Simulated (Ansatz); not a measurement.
# MgI2 (P1) in Ansatz: convergence with k mesh

Aim: find how far k mesh must go before the results for MgI2 settle, at r2SCAN. This setting moves, with any that are tied to it; all else stays.

All numbers are computed with Ansatz 0.2.0; they aren't measurements. Logs are shortened: lines on timing, memory, paths and dates and some standing lists are left out, and cuts for length are marked.

## 1. The cell of the first run

The typed cell holds 3 atoms: a = 4.140 Å, b = 4.140 Å, c = 6.880 Å, α = 90.00°, β = 90.00°, γ = 120.00°.

The cell isn't the ideal one: atoms moved at random, drawn with an rms of 0.05 Å.

## 2. With k mesh 2 × 2 × 2

Contents of input.yaml:

```yaml
crystal:
  lattice:
    - [4.14, 0.0, 0.0]
    - [-2.07, 3.5853451717, 0.0]
    - [0.0, 0.0, 6.88]
  atoms:
    - { symbol: I, position: [0.674558, 0.338741, 0.755509] }
    - { symbol: I, position: [0.328413, 0.658993, 0.242838] }
    - { symbol: Mg, position: [0.000271, -0.006009, -0.004816] }
hamiltonian:
  xc: r2scan
  pseudopotentials: { kind: paw, source: jth }
kpoints:
  mp_grid: { grid: [2, 2, 2] }
scf:
  occupations: { method: methfessel_paxton, width: 0.1 }
output:
  forces: true
  stress: true
  eigenvalues: true
```

Potentials or basis: JTH PAW.

Launch:

```console
ansatz run input.yaml --threads 2 --pin off --max-ram 5632MiB --backend cpu --events-out ev --progress --plain --runs-dir out
```

Run time: 7.9 s. Hardware: 2 threads of Arm Neoverse V2, shared host; peak memory 0.93 GiB.

What came out:

```
Free energy            : -12270.2728 eV
Pressure               : 3.6 GPa
Largest force          : 0.229 eV/Å
Band gap on the k mesh : 4.08 eV, indirect (least direct gap 4.51 eV)
```

## 3. With k mesh 3 × 3 × 2

Edit input.yaml of step 2 so:

```diff
@@ -13,3 +13,3 @@
 kpoints:
-  mp_grid: { grid: [2, 2, 2] }
+  mp_grid: { grid: [3, 3, 2] }
 scf:
```

Potentials or basis: JTH PAW.

Launch:

```console
ansatz run input.yaml --threads 2 --pin off --max-ram 5632MiB --backend cpu --events-out ev --progress --plain --runs-dir out
```

Wall time 9.3 s (2 threads of Arm Neoverse V2, shared host); peak memory 0.92 GiB.

Results:

- Free energy: -12271.0135 eV
- Pressure: 1.4 GPa
- Largest force: 0.171 eV/Å
- Band gap on the k mesh: 4.44 eV, indirect (least direct gap 4.55 eV)

## 4. With k mesh 4 × 4 × 2

Edit input.yaml of step 3 so:

```diff
@@ -13,3 +13,3 @@
 kpoints:
-  mp_grid: { grid: [3, 3, 2] }
+  mp_grid: { grid: [4, 4, 2] }
 scf:
```

Launch:

```console
ansatz run input.yaml --threads 2 --pin off --max-ram 5632MiB --backend cpu --events-out ev --progress --plain --runs-dir out
```

Run time: 11 s. Hardware: 2 threads of Arm Neoverse V2, shared host; peak memory 0.94 GiB.

Results:

- Free energy: -12271.1178 eV
- Pressure: 0.9 GPa
- Largest force: 0.172 eV/Å
- Band gap on the k mesh: 4.15 eV, indirect (least direct gap 4.56 eV)

## 5. With k mesh 4 × 4 × 3

Edit input.yaml of step 4 so:

```diff
@@ -13,3 +13,3 @@
 kpoints:
-  mp_grid: { grid: [4, 4, 2] }
+  mp_grid: { grid: [4, 4, 3] }
 scf:
```

Launch:

```console
ansatz run input.yaml --threads 2 --pin off --max-ram 5632MiB --backend cpu --events-out ev --progress --plain --runs-dir out
```

Run time: 13 s. Hardware: 2 threads of Arm Neoverse V2, shared host; peak memory 0.96 GiB.

Results:

```
Free energy            : -12271.1176 eV
Pressure               : 0.9 GPa
Largest force          : 0.172 eV/Å
Band gap on the k mesh : 4.13 eV, indirect (least direct gap 4.56 eV)
```

## 6. With k mesh 6 × 6 × 3

Edit input.yaml of step 5 so:

```diff
@@ -13,3 +13,3 @@
 kpoints:
-  mp_grid: { grid: [4, 4, 3] }
+  mp_grid: { grid: [6, 6, 3] }
 scf:
```

Potentials or basis: JTH PAW.

Launch:

```console
ansatz run input.yaml --threads 2 --pin off --max-ram 5632MiB --backend cpu --events-out ev --progress --plain --runs-dir out
```

Wall time 21 s (2 threads of Arm Neoverse V2, shared host); peak memory 1 GiB.

The run converged. Its results:

```
Free energy            : -12271.1378 eV
Pressure               : 0.8 GPa
Largest force          : 0.173 eV/Å
Band gap on the k mesh : 4.13 eV, indirect (least direct gap 4.56 eV)
```

## 7. With k mesh 7 × 7 × 4

Edit input.yaml of step 6 so:

```diff
@@ -13,3 +13,3 @@
 kpoints:
-  mp_grid: { grid: [6, 6, 3] }
+  mp_grid: { grid: [7, 7, 4] }
 scf:
```

Launch:

```console
ansatz run input.yaml --threads 2 --pin off --max-ram 5632MiB --backend cpu --events-out ev --progress --plain --runs-dir out
```

Wall time 32 s (2 threads of Arm Neoverse V2, shared host); peak memory 1.1 GiB.

It converged, with:

* Free energy: -12271.1388 eV
* Pressure: 0.8 GPa
* Largest force: 0.173 eV/Å
* Band gap on the k mesh: 4.17 eV, indirect (least direct gap 4.56 eV)

## 8. With k mesh 8 × 8 × 5

Edit input.yaml of step 7 so:

```diff
@@ -13,3 +13,3 @@
 kpoints:
-  mp_grid: { grid: [7, 7, 4] }
+  mp_grid: { grid: [8, 8, 5] }
 scf:
```

Launch:

```console
ansatz run input.yaml --threads 2 --pin off --max-ram 5632MiB --backend cpu --events-out ev --progress --plain --runs-dir out
```

Wall time 48 s (2 threads of Arm Neoverse V2, shared host); peak memory 1.3 GiB.

It converged, with:

```yaml
Free_energy: -12271.1389 eV
Pressure: 0.8 GPa
Largest_force: 0.173 eV/Å
Band_gap_on_the_k_mesh: 4.14 eV, indirect (least direct gap 4.56 eV)
```

## 9. With k mesh 10 × 10 × 6

Edit input.yaml of step 8 so:

```diff
@@ -13,3 +13,3 @@
 kpoints:
-  mp_grid: { grid: [8, 8, 5] }
+  mp_grid: { grid: [10, 10, 6] }
 scf:
```

Potentials or basis: JTH PAW.

Launch:

```console
ansatz run input.yaml --threads 2 --pin off --max-ram 5632MiB --backend cpu --events-out ev --progress --plain --runs-dir out
```

It took 85 s on 2 threads of Arm Neoverse V2, shared host; peak memory 1.9 GiB.

The run converged. Its results:

* Free energy: -12271.1390 eV
* Pressure: 0.8 GPa
* Largest force: 0.173 eV/Å
* Band gap on the k mesh: 4.13 eV, indirect (least direct gap 4.56 eV)

## 10. With k mesh 12 × 12 × 7

Edit input.yaml of step 9 so:

```diff
@@ -13,3 +13,3 @@
 kpoints:
-  mp_grid: { grid: [10, 10, 6] }
+  mp_grid: { grid: [12, 12, 7] }
 scf:
```

Potentials or basis: JTH PAW.

Launch:

```console
ansatz run input.yaml --threads 2 --pin off --max-ram 5632MiB --backend cpu --events-out ev --progress --plain --runs-dir out
```

What it wrote:

```text
Warning: the checks of this I dataset prove no rule for summing its radial tables, as where they were carried onto another mesh than they were made on, and Gregory's rule is taken, under which a leading mesh point left out moves its sums only by what lay on the interval it spanned. That does not make them correct, and they differ from Quantum ESPRESSO's on this file; a re-export a fraction of a mesh step off can move them. hamiltonian.pseudopotentials.radial_quadrature: simpson_from_first_knot sums it by `pw.x`'s rule; on a PAW file no value gives `pw.x`'s numbers. What more to know: hamiltonian.pseudopotentials.radial_quadrature, in the input reference
Warning: the checks of this Mg dataset prove no rule for summing its radial tables, as where they were carried onto another mesh than they were made on, and Gregory's rule is taken, under which a leading mesh point left out moves its sums only by what lay on the interval it spanned. That does not make them correct, and they differ from Quantum ESPRESSO's on this file; a re-export a fraction of a mesh step off can move them. hamiltonian.pseudopotentials.radial_quadrature: simpson_from_first_knot sums it by `pw.x`'s rule; on a PAW file no value gives `pw.x`'s numbers. What more to know: hamiltonian.pseudopotentials.radial_quadrature, in the input reference
Warning: RAYON_NUM_THREADS=2 ignored (pool sized by the plan → 2); use --threads N
Engine: ansatz 0.2.0, aarch64-unknown-linux-gnu
Pseudopotentials: kind: paw
Pseudopotential: I, paw, valence charge 7, recommended cutoff 480 eV (normal), I.paw.azcp
Pseudopotential: Mg, paw, valence charge 10, recommended cutoff 900 eV (normal), Mg.paw.azcp
Functional definition: r2SCAN
  parameter k0 = 0.174
  parameter k1 = 0.065
  parameter a1 = 4.9479
  exchange = r2scan_x(k0 = k0, k1 = k1, a1 = a1)
  correlation = r2scan_c
Crystal: 3 atoms, lattice volume = 102.122 Å³
Basis set: ecut = 900 eV, 6291 PW (Γ), exchange–correlation on 180×180×288 points (64 copies of the dense FFT grid, shifted against one another)
Bands: 16, of which v1, the nominal top of the filled ones, is band 12 counted from 1 (11 counted from 0)
Symmetry: 1 space group operations
Space group: P1 (ITA 1), of the structure as read, at distance tolerance 4.7e-5 Å
k-points: 506 of 1008 (time reversal used)
Non-local potential: I, projectors of the file, l = 0: 2, l = 1: 2
Non-local potential: Mg, projectors of the file, l = 0: 2, l = 1: 2
PAW form: soft (Blöchl's): semilocal exchange-correlation on the pseudo side does not see the compensation charge
PAW frozen core: I, regenerated for the run's functional (the file was generated under x = pbe(κ = 0.804, μ = 0.2195149727645171), c = pbe(β = 0.06672455060314922))
PAW frozen core: Mg, regenerated for the run's functional (the file was generated under x = pbe(κ = 0.804, μ = 0.2195149727645171), c = pbe(β = 0.06672455060314922))
PAW one-centre angular grid: I, 302 points (default); XC on 160 Gauss nodes
PAW one-centre angular grid: Mg, 302 points (default); XC on 160 Gauss nodes
Initial density: superposition of atomic densities (chi_scale 0.1, normalization cell, long waves kept (reshape's long-wave potential 0.15 eV rms))
Initial wavefunctions: pseudopotential atomic-orbital guess
Functional: x = r2scan, c = r2scan; τ floored in thin density (d = 2e-4 eV/Å³)
SCF iter   1: F=—  HF=-12271.527060 eV  |F-HF|=—  |Δ(HF+E_count)|=         —  Δρ=2.96e-2  dr2=2.22e0  dr2_τ=4.26e-3  ethr=3.10e-3  ⟨swp⟩=9.1  Hψ=61584  notcnv=0
preconditioner: auto → Resta (q_TF=auto, 2.143 Å⁻¹)  ε∞=3.1  [insulator: Δε(μ)=3.344 eV  Ē_g=10.253 eV  σ=0.100 eV  W_gap=1.00  n_scr=22 (ndim 8)  ℏωp=14.7 eV  f_vac=0.012  D(μ)=-0.00/eV (n_scr^D=0)  ε∞_Penn≈3.1]
SCF iter   2: F=—  HF=-12271.117544 eV  |F-HF|=—  |Δ(HF+E_count)|=   4.10e-1  S|Δr|=    0.00e0  Δρ=1.35e-2  dr2=2.23e-1  dr2_τ=3.91e-3  ethr=3.10e-3  ⟨swp⟩=3.9  Hψ=22140  notcnv=0
SCF iter   3: F=—  HF=-12271.127684 eV  |F-HF|=—  |Δ(HF+E_count)|=   1.01e-2  S|Δr|=    0.00e0  Δρ=4.61e-3  dr2=1.68e-2  dr2_τ=8.07e-4  ethr=9.30e-4  ⟨swp⟩=3.7  Hψ=16177  notcnv=0  defer=2
SCF iter   4: F=—  HF=-12271.138839 eV  |F-HF|=—  |Δ(HF+E_count)|=   1.12e-2  S|Δr|=    0.00e0  Δρ=5.73e-4  dr2=5.96e-4  dr2_τ=1.62e-5  ethr=6.99e-5  ⟨swp⟩=2.0  Hψ=14480  notcnv=0
SCF iter   5: F=—  HF=-12271.138943 eV  |F-HF|=—  |Δ(HF+E_count)|=   1.03e-4  S|Δr|=    0.00e0  Δρ=2.26e-4  dr2=9.18e-5  dr2_τ=4.86e-7  ethr=2.48e-6  ⟨swp⟩=2.3  Hψ=12372  notcnv=0
SCF iter   6: F=—  HF=-12271.138976 eV  |F-HF|=—  |Δ(HF+E_count)|=   3.30e-5  S|Δr|=    0.00e0  Δρ=3.87e-5  dr2=1.96e-6  dr2_τ=3.80e-8  ethr=3.82e-7  ⟨swp⟩=2.1  Hψ=12077  notcnv=0
SCF iter   7: F=—  HF=-12271.138976 eV  |F-HF|=—  |Δ(HF+E_count)|=   2.41e-7  S|Δr|=    0.00e0  Δρ=8.48e-6  dr2=1.89e-7  dr2_τ=2.29e-9  ethr=8.17e-9  ⟨swp⟩=2.2  Hψ=12212  notcnv=0
SCF iter   8: F=-12271.138976 eV  HF=-12271.138976 eV  |F-HF|=2.97e-9  |Δ(HF+E_count)|=   1.75e-8  S|Δr|=    0.00e0  Δρ=1.70e-6  dr2=4.59e-9  dr2_τ=9.98e-11  ethr=4.17e-10  ⟨swp⟩=7.9  Hψ=45645  notcnv=0
SCF 1 converged in 8 iterations: F = -12271.138976 eV  dr2 = 4.59e-9
SCF converged after 8 iterations
Stability not checked: this state was not tested for a lower state beside it, because cold or Methfessel-Paxton smearing, or corrected tetrahedra, fill the levels in a way that the test cannot read (fill_not_monotonic; see scf.lower_state_search)
Free energy (F): -12271.138976 eV
Harris-Foulkes:  -12271.138976 eV  (|F-HF|=2.97e-9)
Internal energy: -12271.138976 eV  (E = F + TS)
E sigma→0 (E₀):  -12271.138976 eV
Fermi energy:    5.296040 eV
Step filling:    the computed levels leave a gap of 4.1394 eV = 41.4 smearing widths at the electron count; against every level under it full and every level over it empty, smearing changes F+E_penalty+E_count by +8.26e-188 meV and its σ→0 estimate by -1.76e-185 meV
--- Per-component energies (eV) ---
  E_band       = -405.274887
  E_kinetic    = 280.747544
  E_local      = -1639.906188  (includes V_loc(G=0)·N_el)
  E_nonlocal   = -441.943511
  E_hartree    = 672.105681
  E_xc         = -248.147336
  E_vxc        = -267.613258  (∫ρ·V_xc dr)
  E_paw        = -9788.787709  (= ΣΔE_a)
  E_vpaw       = 306.939407  (= ΣTr[D̂ρ^β])
  E_aug_tail   = -0.000326  (compensation charges beyond the density's cutoff)
  E_vtau       = 12.290796  (kinetic-family band-sum trace: ∫τ·v_τ [+ j·A + Jᵃ·Aᵃ] dr)
  E_ewald      = -1105.158090
  E_core_change = -0.049042  (= ΣΔE_core)
  E_smearing   = 0.000000  (= −TS)
  E_closure    = -0.000000  (closes the sum)
  Σ components = -12271.138976   (vs F -12271.138976, Δ=0.00e0)
--- Forces (eV/Å), atoms counted from 1 ---
  atom   1  I     -0.02141335    -0.08037679    -0.04430059
  atom   2  I      0.03175131     0.02541493    -0.11894969
  atom   3  Mg    -0.01033688     0.05495751     0.16325950
  max |Σ_I F_I| component: 9.22e-6 eV/Å
--- Stress (GPa, compression-positive) ---
        0.854143      -0.004857       0.111057
       -0.004857       0.906473       0.226965
        0.111057       0.226965       0.653296
  P = ⅓ Tr σ = 0.8046 GPa (8.046 kbar)
--- Band table (eV; the first three rows and the last of 506) ---
  k-point 0: bands = ["-74.9497", "-40.0530", "-40.0499", "-40.0474", "-9.2338", "-8.4687", "-0.3625", "2.7590", "2.7653", "3.1561", "3.2175", "3.2275", "7.7853", "8.7083", "10.6113", "10.7106"]
  k-point 1: bands = ["-74.9497", "-40.0530", "-40.0499", "-40.0474", "-9.2107", "-8.5014", "-0.2452", "2.7709", "2.7798", "2.9748", "3.1443", "3.2081", "7.9863", "8.7341", "10.5691", "10.6601"]
  k-point 2: bands = ["-74.9497", "-40.0530", "-40.0499", "-40.0474", "-9.1497", "-8.5837", "0.0780", "2.4029", "2.8020", "2.8180", "3.1136", "3.1667", "8.3910", "8.7974", "10.4863", "10.5603"]
  k-point 505: bands = ["-74.9497", "-40.0536", "-40.0504", "-40.0475", "-8.4329", "-8.2601", "-0.5037", "-0.0203", "1.9595", "2.0399", "2.4185", "2.5469", "7.3977", "8.9465", "9.5274", "9.8973"]
```

Run time: 2.3 min. Hardware: 2 threads of Arm Neoverse V2, shared host; peak memory 2.6 GiB.

Results:

```yaml
Free_energy: -12271.1390 eV
Pressure: 0.8 GPa
Largest_force: 0.173 eV/Å
Band_gap_on_the_k_mesh: 4.14 eV, indirect (least direct gap 4.56 eV)
```

## 11. Summary

| k mesh | energy less the tightest run, at zero smearing (meV/atom) | pressure (GPa) | largest force (eV/Å) | gap on the mesh (eV) | SCF cycles | CPU time (s) | peak memory (GiB) |
| --- | --- | --- | --- | --- | --- | --- | --- |
| 2 × 2 × 2 | 288.71 | 3.56 | 0.229 | 4.083 | 8 | 16 | 0.93 |
| 3 × 3 × 2 | 41.84 | 1.36 | 0.171 | 4.442 | 8 | 18 | 0.92 |
| 4 × 4 × 2 | 7.06 | 0.92 | 0.172 | 4.154 | 8 | 22 | 0.94 |
| 4 × 4 × 3 | 7.12 | 0.92 | 0.172 | 4.128 | 8 | 26 | 0.96 |
| 6 × 6 × 3 | 0.38 | 0.81 | 0.173 | 4.131 | 8 | 42 | 1 |
| 7 × 7 × 4 | 0.06 | 0.81 | 0.173 | 4.168 | 8 | 64 | 1.1 |
| 8 × 8 × 5 | 0.01 | 0.81 | 0.173 | 4.140 | 8 | 96 | 1.3 |
| 10 × 10 × 6 | 0.00 | 0.80 | 0.173 | 4.132 | 8 | 170 | 1.9 |
| 12 × 12 × 7 | 0.00 | 0.80 | 0.173 | 4.139 | 8 | 280 | 2.6 |

Against the tightest run, the energy stays within 1 meV/atom from 6 × 6 × 3 on; the pressure stays within 0.1 GPa from 6 × 6 × 3 on; the largest force stays within 0.005 eV/Å from 3 × 3 × 2 on; the gap on the mesh stays within 0.01 eV from 8 × 8 × 5 on. Meshes of other sizes hit other points, so gaps and Fermi surfaces needn't settle smoothly. The tightest run that finished is the yardstick and may itself not be fully converged.

Caveats: odd divisions of the mesh miss points on the zone boundary, where band edges often lie, so the gap on the mesh can be too wide; spin-orbit coupling is left out, which moves the levels of the heavy elements; the cell's inner coordinates are idealised or old, which leaves forces on the atoms.
